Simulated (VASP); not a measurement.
# Hg (P6_3/mmc) in VASP: single point with PBE+D3(BJ)

Aim: the single point of Hg with PBE+D3(BJ).

All numbers are computed with VASP 6.6.1; they aren't measurements. Logs are shortened: lines on timing, memory, paths and dates and some standing lists are left out, and cuts for length are marked.

## (1) The crystal as given

Symmetry: P6_3/mmc, No. 194, hexagonal system. The conventional cell has a = 3.462 Å, b = 3.462 Å, c = 5.488 Å, α = 90.00°, β = 90.00°, γ = 120.00°. Around Hg (site symmetry -6m2) lie 12 Hg at 3.39 to 3.46 Å.

## (2) Single point, PBE+D3(BJ)

Input file INCAR:

```
SYSTEM = Hg
  PREC = Accurate
  ENCUT = 520
  EDIFF = 1E-6
  ISMEAR = 0
  SIGMA = 0.1
  LREAL = .FALSE.
  LASPH = .TRUE.
  NELM = 60
  ALGO = Normal
  ISIF = 2
  LWAVE = .FALSE.
  LCHARG = .FALSE.
  GGA = PE
  IVDW = 12
  NBANDS = 19
```

Input file KPOINTS:

```
regular mesh
0
G
  6 6 4
  0 0 0
```

Input file POSCAR:

```
Hg
1.0
    3.4618096384      0.0000000000      0.0000000000
   -1.7309048192      2.9980150899      0.0000000000
    0.0000000000      0.0000000000      5.4875482800
Hg
2
Direct
    0.6666666700      0.3333333300      0.7500000000
    0.3333333300      0.6666666700      0.2500000000
```

Potentials or basis: VASP PAW PBE potentials, release 64 (Hg).

Launch:

```bash
$ cat potpaw_PBE.64/Hg/POTCAR > POTCAR
$ mpirun -np 1 vasp_std > vasp.out
```

OUTCAR:

```text
SYSTEM = Hg
   PREC = Accurate
   ENCUT = 520
   EDIFF = 1E-6
   ISMEAR = 0
   LREAL = .FALSE.
   LASPH = .TRUE.
   NELM = 60
   ISIF = 2
   GGA = PE
   IVDW = 12
 IVDW          = 12

 ion  position               nearest neighbor table
   1  0.667  0.333  0.750-   2 3.39   2 3.39   2 3.39   2 3.39   2 3.39   2 3.39
   2  0.333  0.667  0.250-   1 3.39   1 3.39   1 3.39   1 3.39   1 3.39   1 3.39

  LATTYP: Found a hexagonal cell.
 ALAT       =     3.4618096384
 C/A-ratio  =     1.5851675433

  Lattice vectors:

 A1 = (   3.4618096384,   0.0000000000,   0.0000000000)
 A2 = (  -1.7309048192,   2.9980150899,   0.0000000000)
 A3 = (   0.0000000000,   0.0000000000,   5.4875482800)

Analysis of symmetry for initial positions (statically):
=====================================================================
 Subroutine PRICEL returns:
 Original cell was already a primitive cell.

 Routine SETGRP: Setting up the symmetry group for a
 hexagonal supercell.

 Subroutine GETGRP returns: Found 24 space group operations
 (whereof 12 operations were pure point group operations)
 out of a pool of 24 trial point group operations.

The static configuration has the point symmetry D_3d.
 The point group associated with its full space group is D_6h.

Analysis of symmetry for dynamics (positions and initial velocities):
=====================================================================
 Subroutine PRICEL returns:
 Original cell was already a primitive cell.

 Routine SETGRP: Setting up the symmetry group for a
 hexagonal supercell.

 Subroutine GETGRP returns: Found 24 space group operations
 (whereof 12 operations were pure point group operations)
 out of a pool of 24 trial point group operations.

The dynamic configuration has the point symmetry D_3d.
 The point group associated with its full space group is D_6h.

 Subroutine INISYM returns: Found 24 space group operations
 (whereof 12 operations are pure point group operations),
 and found     1 'primitive' translations

----------------------------------------------------------------------------------------

                                     Primitive cell

  volume of cell :      56.9528

  direct lattice vectors                    reciprocal lattice vectors
     3.461809638  0.000000000  0.000000000     0.288866259  0.166777012  0.000000000
    -1.730904819  2.998015090  0.000000000     0.000000000  0.333554025  0.000000000
     0.000000000  0.000000000  5.487548280     0.000000000  0.000000000  0.182230743

  length of vectors
     3.461809638  3.461809638  5.487548280     0.333554025  0.333554025  0.182230743

  position of ions in fractional coordinates (direct lattice)
     0.666666670  0.333333330  0.750000000
     0.333333330  0.666666670  0.250000000

  ion indices of the primitive-cell ions
   primitive index   ion index
                 1           1
                 2           2

----------------------------------------------------------------------------------------

 KPOINTS: regular mesh

Automatic generation of k-mesh.
 Grid dimensions read from file:
 generate k-points for:    6    6    4

 Generating k-lattice:

  Cartesian coordinates                     Fractional coordinates (reciprocal lattice)
     0.048144377  0.027796169  0.000000000     0.166666667  0.000000000  0.000000000
     0.000000000  0.055592337  0.000000000     0.000000000  0.166666667  0.000000000
     0.000000000  0.000000000  0.045557686     0.000000000  0.000000000  0.250000000

  Length of vectors
     0.055592337  0.055592337  0.045557686

  Shift w.r.t. Gamma in fractional coordinates (k-lattice)
     0.000000000  0.000000000  0.000000000

 Subroutine IBZKPT returns following result:
 ===========================================

 Found     21 irreducible k-points:

 Following reciprocal coordinates:
            Coordinates               Weight
  0.000000  0.000000  0.000000      1.000000
  0.166667 -0.000000  0.000000      6.000000
  0.333333  0.000000  0.000000      6.000000
  0.500000  0.000000  0.000000      3.000000
  0.166667  0.166667  0.000000      6.000000
  0.333333  0.166667  0.000000     12.000000
[... 13 lines left out ...]
  0.333333  0.166667  0.500000     12.000000
  0.333333  0.333333  0.500000      2.000000
   k-points           NKPTS =     21   k-points in BZ     NKDIM =     21   number of bands    NBANDS=     19
   number of dos      NEDOS =    301   number of ions     NIONS =      2
   total plane-waves  NPLWV =  32928
   dimension x,y,z NGX =    28 NGY =   28 NGZ =   42
   dimension x,y,z NGXF=    56 NGYF=   56 NGZF=   84
   ions per type =               2
   NGX,Y,Z   is equivalent  to a cutoff of  13.45, 13.45, 12.72 a.u.
   NGXF,Y,Z  is equivalent  to a cutoff of  26.89, 26.89, 25.45 a.u.
 SYSTEM =  Hg
   PREC   = accura    normal or accurate (medium, high low for compatibility)
   ISTART =      0    job   : 0-new  1-cont  2-samecut
   ICHARG =      2    charge: 1-file 2-atom 10-const
   ISPIN  =      1    spin polarized calculation?
   LNONCOLLINEAR =      F non collinear calculations
   LSORBIT =      F    spin-orbit coupling
   LASPH  =      T    aspherical Exc in radial PAW
   ENCUT  =  520.0 eV  38.22 Ry    6.18 a.u.   6.44  6.44 10.20*2*pi/ulx,y,z
   NELM   =     60;   NELMIN=  2; NELMDL= -5     # of ELM steps
   EDIFF  = 0.1E-05   stopping-criterion for ELM
   LREAL  =      F    real-space projection
   EDIFFG = 0.1E-04   stopping-criterion for IOM
   NSW    =      0    number of steps for IOM
   IBRION =     -1    ionic relax: 0-MD 1-quasi-New 2-CG
   NFREE  =      0    steps in history (QN), initial steepest desc. (CG)
   ISIF   =      2    stress and relaxation
   ISYM   =      2    0-nonsym 1-usesym 2-fastsym
   POTIM  = 0.5000    time-step for ionic-motion
   TEBEG  =    0.0;   TEEND  =   0.0 temperature during run
   PSTRESS=    0.0 pullay stress
   NELECT =      24.0000    total number of electrons
   NUPDOWN=      -1.0000    fix difference up-down
   EMIN   =  10.00;   EMAX   =-10.00  energy-range for DOS
   EFERMI =   0.00;   METHOD = LEGACY
   ISMEAR =     0;   SIGMA  =   0.10  broadening in eV -4-tet -1-fermi 0-gaus
   EFERMI_NEDOS =   21; number of points for ismear=-14 and -15
   IALGO  =     38    algorithm
   IMIX   =      4    mixing-type and parameters
     AMIX     =   0.40;   BMIX     =  1.00
     AMIX_MAG =   1.60;   BMIX_MAG =  1.00
  volume/ion in A,a.u.               =      28.48       192.17
  Fermi-wavevector in a.u.,A,eV,Ry     =   1.227364  2.319382 20.496128  1.506423
  Thomas-Fermi vector in A             =   2.362330
   LORBIT       =      0    0 simple, 1 ext, 2 COOP (PROOUT), +10 PAW based schemes
   GGA     = PE    functional components
   LHFCALC =     F    Hartree Fock is set to
   AEXX    =    0.0000 exact exchange contribution
   IVDW    =    12    specifies the selected vdW correction
   LEPSILON=     F    determine dielectric tensor
   LRPA    =     F    only Hartree local field effects (RPA)
 non-spin polarized calculation
 Gauss-broadening in eV      SIGMA  =   0.10
  energy-cutoff  :      520.00
  volume of cell :       56.95
 maximum number of plane-waves:      1554
 NGX is ok and might be reduce to    28
   NGX = 13   NGY = 13   NGZ = 21

 number of electron      24.0000000 magnetization

 Free energy of the ion-electron system (eV)
  ---------------------------------------------------
  ext. energy  EPLUGINS =         0.00000000
  ---------------------------------------------------
  free energy    TOTEN  =        -0.33856238 eV

  energy without entropy =       -0.33691658  energy(sigma->0) =       -0.33773948

 E-fermi :   0.8451     XC(G=0):  -9.8310

 val. band max:        0.7717803703   @ k =   0.3333   0.0000   0.0000
 cond. band min:       1.3659128414   @ k =   0.5000   0.0000   0.5000
 fundamental gap:      0.5941324710
 Fermi energy:         0.8451433706

 k-point     1 :       0.0000    0.0000    0.0000
  band No.  band energies     occupation
      1      -6.2282      2.00000
      2      -5.6487      2.00000
      3      -5.0046      2.00000
      4      -5.0023      2.00000
      5      -5.0023      2.00000
      6      -4.9051      2.00000
[... 11 lines left out ...]
     18      14.2135      0.00000
     19      14.7681      0.00000

 k-point     2 :       0.1667   -0.0000    0.0000
  band No.  band energies     occupation
      1      -5.7634      2.00000
      2      -5.4835      2.00000
      3      -5.1007      2.00000
      4      -4.9493      2.00000
      5      -4.9311      2.00000
      6      -4.9042      2.00000
[... 11 lines left out ...]
     18      13.9489      0.00000
     19      14.7212      0.00000

 k-point     3 :       0.3333    0.0000    0.0000
  band No.  band energies     occupation
      1      -5.5356      2.00000
      2      -5.4169      2.00000
      3      -5.2695      2.00000
      4      -5.0402      2.00000
      5      -4.8584      2.00000
      6      -4.7278      2.00000
[... 11 lines left out ...]
     18      12.4912      0.00000
     19      13.1495      0.00000

 k-point     4 :       0.5000    0.0000    0.0000
  band No.  band energies     occupation
      1      -5.6277      2.00000
      2      -5.4547      2.00000
      3      -5.4306      2.00000
      4      -5.1007      2.00000
      5      -4.7943      2.00000
      6      -4.7584      2.00000
[... 341 lines left out ...]
     18       9.7484      0.00000
     19      15.5479      0.00000

 k-point    20 :       0.3333    0.1667    0.5000
  band No.  band energies     occupation
      1      -5.4471      2.00000
      2      -5.4471      2.00000
      3      -5.1836      2.00000
      4      -5.1836      2.00000
      5      -4.7908      2.00000
      6      -4.7908      2.00000
[... 11 lines left out ...]
     18      10.8704      0.00000
     19      15.0845      0.00000

 k-point    21 :       0.3333    0.3333    0.5000
  band No.  band energies     occupation
      1      -5.3741      2.00000
      2      -5.3741      2.00000
      3      -5.0292      2.00000
      4      -5.0292      2.00000
      5      -4.8221      2.00000
      6      -4.8221      2.00000
[... 11 lines left out ...]
     18      11.8574      0.00000
     19      14.7732      0.00000

------------------------ aborting loop because EDIFF is reached ----------------------------------------

 Edisp (eV)   -0.73635

 E8    (eV) :    -0.3349

  FORCE on cell =-STRESS in cart. coord.  units (eV):
  Direction    XX          YY          ZZ          XY          YZ          ZX
  --------------------------------------------------------------------------------------
  -------------------------------------------------------------------------------------
  Total      -0.30497    -0.30497    -0.20620     0.00000     0.00000    -0.00000
  in kB      -8.57920    -8.57920    -5.80089     0.00000     0.00000    -0.00000
  external pressure =       -7.65 kB  Pullay stress =        0.00 kB

 VOLUME and BASIS-vectors are now :
 -----------------------------------------------------------------------------
  energy-cutoff  :      520.00
  volume of cell :       56.95
      direct lattice vectors                 reciprocal lattice vectors
     3.461809638  0.000000000  0.000000000     0.288866259  0.166777012  0.000000000
    -1.730904819  2.998015090  0.000000000     0.000000000  0.333554025  0.000000000
     0.000000000  0.000000000  5.487548280     0.000000000  0.000000000  0.182230743

 POSITION                                       TOTAL-FORCE (eV/Angst)
 -----------------------------------------------------------------------------------
      1.73090      0.99934      4.11566        -0.000000     -0.000000      0.000000
     -0.00000      1.99868      1.37189         0.000000      0.000000      0.000000
 -----------------------------------------------------------------------------------
    total drift:                               -0.000003      0.000001     -0.000000

  FREE ENERGIE OF THE ION-ELECTRON SYSTEM (eV)
  ---------------------------------------------------
  free  energy   TOTEN  =        -1.0749159146 eV

  energy  without entropy=       -1.0732701215  energy(sigma->0) =       -1.07409302
```

Run time: 11 s. Hardware: 1 thread of AMD EPYC 9R45 (Zen 5), shared host; peak memory 0.15 GiB.

Results:

- Free energy: -1.0749 eV
- Pressure: -0.8 GPa
- Band gap on the k mesh: none (metal or under the smearing width)
- Dispersion energy per atom: -0.368 eV

Stress tensor (GPa, compression positive):
```
-0.86  0.00  0.00
 0.00 -0.86  0.00
 0.00  0.00 -0.58
```

Caveat: pairwise dispersion overbinds metals, which lowers pressure and volume.
